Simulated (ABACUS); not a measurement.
A run of ABACUS 3.10.1:

INPUT

```
INPUT_PARAMETERS
suffix              GaCo
calculation         scf
basis_type          pw
pseudo_dir          ./
symmetry            1
dft_functional      pbe
ecutwfc             97
pseudo_rcut         10
nspin               2
nbands              20
ks_solver           dav
smearing_method     fd
smearing_sigma      0.00367493
scf_thr             1e-08
scf_nmax            100
mixing_type         broyden
mixing_beta         0.4
cal_force           1
cal_stress          1
out_chg             1
out_pot             2
out_elf             1
```

The input STRU:

```
ATOMIC_SPECIES
Ga 69.7230 Ga.upf
Co 58.9332 Co.upf

LATTICE_CONSTANT
1.8897261246

LATTICE_VECTORS
2.8780000000 0.0000000000 0.0000000000
0.0000000000 2.8780000000 0.0000000000
0.0000000000 0.0000000000 2.8780000000

ATOMIC_POSITIONS
Direct

Ga
0.0
1
0.5000000000 0.5000000000 0.5000000000 1 1 1 mag 0

Co
0.0
1
0.0000000000 0.0000000000 0.0000000000 1 1 1 mag 2
```

File KPT:

```
K_POINTS
0
Gamma
9 9 9 0 0 0
```

Potentials or basis: PseudoDojo NC SR 0.4.1 PBE standard, plane waves.

Launch:

```console
$ OMP_NUM_THREADS=1 mpirun -np 4 abacus > log
```

Hardware: 4 MPI ranks on Intel(R) Xeon(R) 6975P-C (Granite Rapids), with other jobs on the host.

**Question.** Estimate the wall time of this run.

**Answer.** Run time: 20 s on 4 MPI ranks on Intel(R) Xeon(R) 6975P-C (Granite Rapids) (shared host), peak memory 0.28 GiB a rank. Counts: scf iterations 13, k points 35, bands 20, ranks 4.
